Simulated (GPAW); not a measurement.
# SrO (Fm-3m) in GPAW: settings compared, part 2 of 2

GPAW 26.7.0. The steps go on from the part before.

### 3 Relaxation of cell and atoms, BLYP+D3(BJ)

Contents of run.py:

```python
from ase.calculators.mixing import SumCalculator
from ase.filters import FrechetCellFilter
from ase.io import read, write
from ase.optimize import LBFGS
from dftd3.ase import DFTD3
from gpaw import GPAW, PW, setup_paths

setup_paths.insert(0, '.')

atoms = read('SrO.xyz')

calc = GPAW(mode=PW(800),
            xc='BLYP',
            kpts={'size': (9, 9, 9), 'gamma': True},
            occupations={'name': 'fermi-dirac', 'width': 0.05},
            nbands=16,
            convergence={'density': 1e-05, 'forces': 0.0001},
            eigensolver='davidson',
            maxiter=150,
            txt='gpaw.txt')
atoms.calc = SumCalculator([calc, DFTD3(method='blyp', damping='d3bj')])
opt = LBFGS(FrechetCellFilter(atoms), trajectory='relax.traj', logfile='-')
done = opt.run(fmax=0.05, steps=100)
calc.write('gs.gpw')
write('result.traj', atoms)
print('Converged:', done)
print('Cell:', atoms.cell.cellpar().round(4))
print('Volume:', round(atoms.get_volume(), 4))
print(atoms.get_scaled_positions().round(5))
```

Contents of SrO.xyz:

```xyz
2
Lattice="0.0000000000 2.5663000000 2.5663000000 2.5663000000 0.0000000000 2.5663000000 2.5663000000 2.5663000000 0.0000000000" Properties=species:S:1:pos:R:3 pbc="T T T"
Sr     2.5663000000      2.5663000000      2.5663000000
O      0.0000000000      0.0000000000      0.0000000000
```

Potentials or basis: PAW data sets generated in the run's folder for this functional, pw.

On the command line:

```bash
> gpaw-setup -f BLYP O Sr
> OMP_NUM_THREADS=1 python run.py
```

gpaw.txt:

```text
__  _  _
 | _ |_)|_||  |
 |__||  | ||/\| - 26.7.0

Input parameters:
  mode=PW(ecut=800.0),
  convergence={'density': 1e-05, 'forces': 0.0001},
  eigensolver=Davidson(niter=2),
  kpts=MonkhorstPack(size=(9, 9, 9), gamma=True),
  maxiter=150,
  nbands=16,
  occupations=Occupations(name='fermi-dirac', width=0.05),
  xc=XC(name='BLYP')

Diagonalizing LCAO Hamiltonian
Converting LCAO to pw mode

               Sr

       O

Atoms  # Å, Bohr magnetons
|   | symbol |        x |        y |        z |    initial magnetic moments |
|---|--------|----------|----------|----------|-----------------------------|
| 0 |     Sr | 2.566300 | 2.566300 | 2.566300 | ( 0.0000,  0.0000,  0.0000) |
| 1 |      O | 0.000000 | 0.000000 | 0.000000 | ( 0.0000,  0.0000,  0.0000) |

Unit cell  # Å
| periodic |        x |        y |        z |  lengths |    angles |
|----------|----------|----------|----------|----------|-----------|
|      yes | 0.000000 | 2.566300 | 2.566300 | 3.629296 | 60.000000 |
|      yes | 2.566300 | 0.000000 | 2.566300 | 3.629296 | 60.000000 |
|      yes | 2.566300 | 2.566300 | 0.000000 | 3.629296 | 60.000000 |

Number of symmetries: 48
[... 184 lines left out ...]
SCF iterations
|iter     | |      energy | eigst |  dens |force |
|---------|-|-------------|-------|-------|------|
|iter:   1| |  -13.583170 | +0.40 |       |      |
|iter:   2| |  -12.984516 | -1.87 | -0.89 |      |
|iter:   3| |  -11.672238 | -1.16 | -0.95 |      |
|iter:   4| |  -11.659000 | -2.79 | -1.41 |      |
|iter:   5| |  -11.662117 | -3.15 | -1.63 |      |
|iter:   6| |  -11.661699c| -5.03 | -2.69 |      |
|iter:   7| |  -11.661751c| -5.37 | -3.06 |      |
|iter:   8| |  -11.661753c| -6.71 | -3.76 |      |
|iter:   9| |  -11.661753c| -7.98c| -4.50 |      |
|iter:  10| |  -11.661753c| -8.99c| -5.08c|      |
|iter:  11| |  -11.661753c|-10.26c| -5.69c|-23.23c|
[... 46 lines left out ...]
Stress tensor  # eV/Ang^3
|         x |         y |         z |
|-----------|-----------|-----------|
| -0.041564 | -0.000000 |  0.000000 |
| -0.000000 | -0.041564 | -0.000000 |
|  0.000000 | -0.000000 | -0.041564 |

Forces  # eV/Ang
|        x |        y |        z |
|----------|----------|----------|
|  0.00000 | -0.00000 | -0.00000 |  # Sr   0
| -0.00000 |  0.00000 |  0.00000 |  # O    1

Interpolating wave functions to new cell

               Sr

       O

Atoms  # Å, Bohr magnetons
|   | symbol |         x |        y |         z |    initial magnetic moments |
|---|--------|-----------|----------|-----------|-----------------------------|
| 0 |     Sr |  2.568035 | 2.568035 |  2.568035 | ( 0.0000,  0.0000,  0.0000) |
| 1 |      O | -0.000000 | 0.000000 | -0.000000 | ( 0.0000,  0.0000,  0.0000) |

Unit cell  # Å
| periodic |        x |        y |        z |  lengths |    angles |
|----------|----------|----------|----------|----------|-----------|
|      yes | 0.000000 | 2.568035 | 2.568035 | 3.631750 | 60.000000 |
|      yes | 2.568035 | 0.000000 | 2.568035 | 3.631750 | 60.000000 |
|      yes | 2.568035 | 2.568035 | 0.000000 | 3.631750 | 60.000000 |

Number of symmetries: 48
[... 184 lines left out ...]
SCF iterations
|iter     | |      energy | eigst |  dens |force |
|---------|-|-------------|-------|-------|------|
|iter:   1| |  -11.664542 |       |       |      |
|iter:   2| |  -11.664490 | -5.85 | -2.70 |      |
|iter:   3| |  -11.664515c| -4.66 | -2.75 |      |
|iter:   4| |  -11.664575c| -6.33 | -3.48 |      |
|iter:   5| |  -11.664591c| -7.09 | -3.73 |      |
|iter:   6| |  -11.664602c| -7.49c| -3.99 |      |
|iter:   7| |  -11.664602c| -9.47c| -5.30c|      |
|iter:   8| |  -11.664602c|-10.48c| -5.72c|-24.06c|
[... 46 lines left out ...]
Stress tensor  # eV/Ang^3
|         x |         y |         z |
|-----------|-----------|-----------|
| -0.040192 | -0.000000 |  0.000000 |
| -0.000000 | -0.040192 | -0.000000 |
|  0.000000 | -0.000000 | -0.040192 |

Forces  # eV/Ang
|       x |        y |        z |
|---------|----------|----------|
| 0.00000 | -0.00000 | -0.00000 |  # Sr   0
| 0.00000 | -0.00000 | -0.00000 |  # O    1

Interpolating wave functions to new cell

               Sr

       O

Atoms  # Å, Bohr magnetons
|   | symbol |        x |        y |        z |    initial magnetic moments |
|---|--------|----------|----------|----------|-----------------------------|
| 0 |     Sr | 2.574396 | 2.574396 | 2.574396 | ( 0.0000,  0.0000,  0.0000) |
| 1 |      O | 0.000000 | 0.000000 | 0.000000 | ( 0.0000,  0.0000,  0.0000) |

Unit cell  # Å
| periodic |        x |         y |         z |  lengths |    angles |
|----------|----------|-----------|-----------|----------|-----------|
|      yes | 0.000000 |  2.574396 |  2.574396 | 3.640746 | 60.000000 |
|      yes | 2.574396 | -0.000000 |  2.574396 | 3.640746 | 60.000000 |
|      yes | 2.574396 |  2.574396 | -0.000000 | 3.640746 | 60.000000 |

Number of symmetries: 48
[... 184 lines left out ...]
SCF iterations
|iter     | |      energy | eigst |  dens |force |
|---------|-|-------------|-------|-------|------|
|iter:   1| |  -11.678595 |       |       |      |
|iter:   2| |  -11.677401 | -4.89 | -2.15 |      |
|iter:   3| |  -11.674110c| -3.56 | -2.20 |      |
|iter:   4| |  -11.674208c| -5.27 | -3.11 |      |
|iter:   5| |  -11.674243c| -6.06 | -3.35 |      |
|iter:   6| |  -11.674275c| -6.83 | -3.68 |      |
|iter:   7| |  -11.674275c| -8.47c| -4.80 |      |
|iter:   8| |  -11.674275c| -9.53c| -5.19c|      |
|iter:   9| |  -11.674275c|-10.98c| -6.17c|-24.05c|
[... 46 lines left out ...]
Stress tensor  # eV/Ang^3
|         x |         y |         z |
|-----------|-----------|-----------|
| -0.035268 | -0.000000 |  0.000000 |
| -0.000000 | -0.035268 |  0.000000 |
|  0.000000 |  0.000000 | -0.035268 |

Forces  # eV/Ang
|       x |        y |        z |
|---------|----------|----------|
| 0.00000 | -0.00000 |  0.00000 |  # Sr   0
| 0.00000 |  0.00000 | -0.00000 |  # O    1

# Writing to gs.gpw (mode='')
```

stdout:

```text
Step          Energy          fmax
LBFGS:    0      -12.840860        0.094619
LBFGS:    1      -12.841241        0.074316
LBFGS:    2      -12.841954        0.000840
Converged: True
Cell: [ 3.6407  3.6407  3.6407 60.     60.     60.    ]
Volume: 34.1237
[[0.5 0.5 0.5]
 [0.  0.  0. ]]
```

Wall time 47 s (1 thread of Arm Neoverse V1, shared host); peak memory 0.22 GiB.

What came out:

```yaml
Free_energy: -12.8420 eV
Relaxed_volume: 17.06 Å³/atom
Relaxed_cell: a = 3.641 Å, b = 3.641 Å, c = 3.641 Å, α = 60.00°, β = 60.00°, γ = 60.00°
Space_group_after_relaxing_to_0.05_Å: Fm-3m (No. 225)
Energy_gained_by_relaxing: 0.5 meV/atom
Ionic_steps: 3
Pressure_after_relaxing: 0.0 GPa
Band_gap_on_the_k_mesh: 3.55 eV, indirect (least direct gap 3.63 eV)
Dispersion_energy_per_atom: -0.584 eV
```

The path:
```tsv
step	energy change (eV)	largest force (eV/Å)	pressure (GPa)	volume (Å³)
1	0.0000	0.0000	0.90	33.80
2	-0.0004	0.0000	0.70	33.87
3	-0.0011	0.0000	0.01	34.12
```

Final structure:
```
Sr O
1.0
     0.00000    2.57440    2.57440
     2.57440    0.00000    2.57440
     2.57440    2.57440    0.00000
Sr O
1 1
Cartesian
  2.5744 2.5744 2.5744
  0.0000 0.0000 0.0000
```

Caveat: later steps reuse the first step's grids; an odd mesh through Γ misses points on the zone boundary, where band edges often lie. Zero-point motion and thermal expansion aren't in these numbers.

### 4 Relaxation of cell and atoms, BLYP+D4

run.py, as its differences from that of step 3:

```diff
@@ -4,3 +4,3 @@
 from ase.optimize import LBFGS
-from dftd3.ase import DFTD3
+from dftd4.ase import DFTD4
 from gpaw import GPAW, PW, setup_paths
@@ -20,5 +20,5 @@
             txt='gpaw.txt')
-atoms.calc = SumCalculator([calc, DFTD3(method='blyp', damping='d3bj')])
+atoms.calc = SumCalculator([calc, DFTD4(method='blyp')])
 opt = LBFGS(FrechetCellFilter(atoms), trajectory='relax.traj', logfile='-')
-done = opt.run(fmax=0.05, steps=100)
+done = opt.run(fmax=0.02, steps=100)
 calc.write('gs.gpw')
```

SrO.xyz is that of step 3.

Potentials or basis: PAW data sets generated in the run's folder for this functional, pw.

On the command line:

```bash
> gpaw-setup -f BLYP O Sr
> OMP_NUM_THREADS=1 python run.py
```

gpaw.txt:

```text
__  _  _
 | _ |_)|_||  |
 |__||  | ||/\| - 26.7.0

Input parameters:
  mode=PW(ecut=800.0),
  convergence={'density': 1e-05, 'forces': 0.0001},
  eigensolver=Davidson(niter=2),
  kpts=MonkhorstPack(size=(9, 9, 9), gamma=True),
  maxiter=150,
  nbands=16,
  occupations=Occupations(name='fermi-dirac', width=0.05),
  xc=XC(name='BLYP')

Diagonalizing LCAO Hamiltonian
Converting LCAO to pw mode

               Sr

       O

Atoms  # Å, Bohr magnetons
|   | symbol |        x |        y |        z |    initial magnetic moments |
|---|--------|----------|----------|----------|-----------------------------|
| 0 |     Sr | 2.566300 | 2.566300 | 2.566300 | ( 0.0000,  0.0000,  0.0000) |
| 1 |      O | 0.000000 | 0.000000 | 0.000000 | ( 0.0000,  0.0000,  0.0000) |

Unit cell  # Å
| periodic |        x |        y |        z |  lengths |    angles |
|----------|----------|----------|----------|----------|-----------|
|      yes | 0.000000 | 2.566300 | 2.566300 | 3.629296 | 60.000000 |
|      yes | 2.566300 | 0.000000 | 2.566300 | 3.629296 | 60.000000 |
|      yes | 2.566300 | 2.566300 | 0.000000 | 3.629296 | 60.000000 |

Number of symmetries: 48
[... 184 lines left out ...]
SCF iterations
|iter     | |      energy | eigst |  dens |force |
|---------|-|-------------|-------|-------|------|
|iter:   1| |  -13.583170 | +0.40 |       |      |
|iter:   2| |  -12.984516 | -1.87 | -0.89 |      |
[... 248 lines left out ...]
|iter:   9| |  -11.671845c| -7.97c| -4.50 |      |
|iter:  10| |  -11.671845c| -8.98c| -5.07c|      |
|iter:  11| |  -11.671845c|-10.24c| -5.68c|-24.02c|
[... 46 lines left out ...]
Stress tensor  # eV/Ang^3
|         x |         y |         z |
|-----------|-----------|-----------|
| -0.036544 | -0.000003 | -0.000003 |
| -0.000003 | -0.036544 | -0.000003 |
| -0.000003 | -0.000003 | -0.036544 |

Forces  # eV/Ang
|       x |       y |       z |
|---------|---------|---------|
| 0.00000 | 0.00000 | 0.00000 |  # Sr   0
| 0.00000 | 0.00000 | 0.00000 |  # O    1

Interpolating wave functions to new cell

               Sr

       O

Atoms  # Å, Bohr magnetons
|   | symbol |        x |         y |         z |    initial magnetic moments |
|---|--------|----------|-----------|-----------|-----------------------------|
| 0 |     Sr | 2.595935 |  2.595935 |  2.595935 | ( 0.0000,  0.0000,  0.0000) |
| 1 |      O | 0.000000 | -0.000000 | -0.000000 | ( 0.0000,  0.0000,  0.0000) |

Unit cell  # Å
| periodic |        x |        y |        z |  lengths |    angles |
|----------|----------|----------|----------|----------|-----------|
|      yes | 0.000009 | 2.595931 | 2.595931 | 3.671201 | 59.999776 |
|      yes | 2.595931 | 0.000009 | 2.595931 | 3.671201 | 59.999776 |
|      yes | 2.595931 | 2.595931 | 0.000009 | 3.671201 | 59.999776 |
[... 150 lines left out ...]
SCF iterations
|iter     | |      energy | eigst |  dens |force |
|---------|-|-------------|-------|-------|------|
|iter:   1| |  -11.761082 |       |       |      |
|iter:   2| |  -11.744567 | -3.79 | -1.58 |      |
|iter:   3| |  -11.697390 | -2.44 | -1.64 |      |
|iter:   4| |  -11.697858 | -4.15 | -2.57 |      |
|iter:   5| |  -11.698115c| -4.88 | -2.79 |      |
|iter:   6| |  -11.698421c| -5.79 | -3.18 |      |
|iter:   7| |  -11.698421c| -7.34 | -4.27 |      |
|iter:   8| |  -11.698421c| -8.42c| -4.64 |      |
|iter:   9| |  -11.698421c| -9.84c| -5.64c|      |
|iter:  10| |  -11.698421c|-10.43c| -6.04c|-24.39c|
[... 46 lines left out ...]
Stress tensor  # eV/Ang^3
|         x |         y |         z |
|-----------|-----------|-----------|
| -0.019781 | -0.000003 | -0.000003 |
| -0.000003 | -0.019781 | -0.000003 |
| -0.000003 | -0.000003 | -0.019781 |

Forces  # eV/Ang
|       x |        y |        z |
|---------|----------|----------|
| 0.00000 | -0.00000 | -0.00000 |  # Sr   0
| 0.00000 |  0.00000 | -0.00000 |  # O    1

# Writing to gs.gpw (mode='')
```

Wall time 98 s (1 thread of Arm Neoverse V1, shared host); peak memory 0.28 GiB.

Results:

- Free energy: -12.2987 eV
- Relaxed volume: 17.49 Å³/atom
- Relaxed cell: a = 3.671 Å, b = 3.671 Å, c = 3.671 Å, α = 60.00°, β = 60.00°, γ = 60.00°
- Space group after relaxing (to 0.05 Å): Fm-3m (No. 225)
- Energy gained by relaxing: 6.5 meV/atom
- Ionic steps: 3
- Pressure after relaxing: 0.1 GPa
- Band gap on the k mesh: 3.56 eV, indirect (least direct gap 3.65 eV)
- Dispersion energy per atom: -0.300 eV

Step by step:
```csv
step,energy change (eV),largest force (eV/Å),pressure (GPa),volume (Å³)
1,0.0000,0.0000,3.32,33.80
2,-0.0048,0.0000,2.58,34.06
3,-0.0130,0.0000,0.10,34.99
```

Final structure:
```
CELL_PARAMETERS angstrom
0.00001 2.59593 2.59593
2.59593 0.00001 2.59593
2.59593 2.59593 0.00001
ATOMIC_POSITIONS crystal
Sr 0.50000 0.50000 0.50000
O 0.00000 0.00000 0.00000
```

Levels at points of the mesh, in eV from the valence-band top:
| k point | band 5 | band 6 | band 7 | band 8 | band 9 | band 10 | band 11 | band 12 |
| --- | --- | --- | --- | --- | --- | --- | --- | --- |
| (0.00, 0.00, 0.00) | -14.15 | 0.00 | 0.00 | 0.00 | 4.02 | 6.23 | 6.23 | 6.23 |

Caveat: later steps reuse the first step's grids; an odd mesh through Γ misses points on the zone boundary, where band edges often lie.

### 5 Single point, PBE

Contents of run.py:

```python
from ase import Atoms
from ase.dft.bandgap import bandgap
from ase.io import write
from ase.units import Bohr, GPa
from gpaw import GPAW, PW
from gpaw.elf import elf_from_dft_calculation

atoms = Atoms(['Sr', 'O'],
              cell=[[0.0, 2.5663, 2.5663],
                    [2.5663, 0.0, 2.5663],
                    [2.5663, 2.5663, 0.0]],
              scaled_positions=[[0.5, 0.5, 0.5],
                                [0.0, 0.0, 0.0]],
              pbc=True)

calc = GPAW(mode=PW(800),
            xc='PBE',
            kpts={'size': (9, 9, 9), 'gamma': True},
            occupations={'name': 'methfessel-paxton', 'order': 0, 'width': 0.028999999999999998},
            nbands=16,
            convergence={'density': 1e-05, 'energy': 1e-05},
            maxiter=150,
            txt='gpaw.txt')
atoms.calc = calc
energy = atoms.get_potential_energy()
forces = atoms.get_forces()
stress = atoms.get_stress()
calc.write('gs.gpw')
write('result.traj', atoms)
print(f'Energy: {energy:.6f} eV')
print('Forces (eV/A):')
print(forces.round(4))
print('Stress (GPa):', (stress / GPa).round(3))
print('Fermi level:', round(calc.get_fermi_level(), 4), 'eV')
print(f'Gap: {bandgap(calc)[0]:.4f} eV, direct: {bandgap(calc, direct=True)[0]:.4f} eV')

# fields on the real-space grid
write('density.cube', atoms, data=calc.get_pseudo_density() * Bohr**3)
write('potential.cube', atoms, data=calc.get_electrostatic_potential())
write('elf.cube', atoms, data=elf_from_dft_calculation(calc).data)
```

Potentials or basis: GPAW PAW data sets (gpaw-data 1.2.1), pw.

On the command line:

```bash
> OMP_NUM_THREADS=1 python run.py
```

It took 19 s on 1 thread of Arm Neoverse V1, shared host; peak memory 0.16 GiB.

It converged, with:

```yaml
Free_energy: -12.2911 eV
Pressure: 3.8 GPa
Band_gap_on_the_k_mesh: 3.42 eV, indirect (least direct gap 3.50 eV)
```

Levels at points of the mesh, in eV from the valence-band top:
| k point | band 5 | band 6 | band 7 | band 8 | band 9 | band 10 | band 11 | band 12 |
| --- | --- | --- | --- | --- | --- | --- | --- | --- |
| (0.00, 0.00, 0.00) | -13.91 | 0.00 | 0.00 | 0.00 | 4.06 | 6.30 | 6.30 | 6.30 |

Caveat: an odd mesh through Γ misses points on the zone boundary, where band edges often lie. Expect the measured gap to be larger: semilocal functionals such as PBE lack the derivative discontinuity.

### 6 Overview

```csv
task,level,potentials or basis,cell,smearing,optimizer,fmax,max steps,convergence,eigensolver,gap on the mesh (eV),pressure (GPa),relaxed volume (Å³/atom)
relaxation of cell and atoms,revPBE+D4,"the program's PAW data sets (release 1.2.1) made for this functional, pw",relaxed,fermi-dirac 0.05 eV,BFGS,0.02 eV/Å,40,density=1e-05 forces=0.0001,-,3.52,0.1,17.48
relaxation of cell and atoms,BLYP+D3(BJ),"PAW data sets generated in the run's folder for this functional, pw",relaxed,fermi-dirac 0.05 eV,LBFGS,0.05 eV/Å,100,density=1e-05 forces=0.0001,davidson,3.55,0.0,17.06
relaxation of cell and atoms,BLYP+D4,"PAW data sets generated in the run's folder for this functional, pw",relaxed,fermi-dirac 0.05 eV,LBFGS,0.02 eV/Å,100,density=1e-05 forces=0.0001,davidson,3.56,0.1,17.49
single point,PBE,"GPAW PAW data sets (gpaw-data 1.2.1), pw",as given,gaussian 0.029 eV,-,-,-,-,-,3.42,3.8,-
```

Alike in all rows: no spin polarisation; k mesh 9 × 9 × 9; cutoff (eV) 800.

Caveats: an odd mesh through Γ misses points on the zone boundary, where band edges often lie; later steps reuse the first step's grids (some runs).

Absolute energies hang on the potentials; compare differences alone.
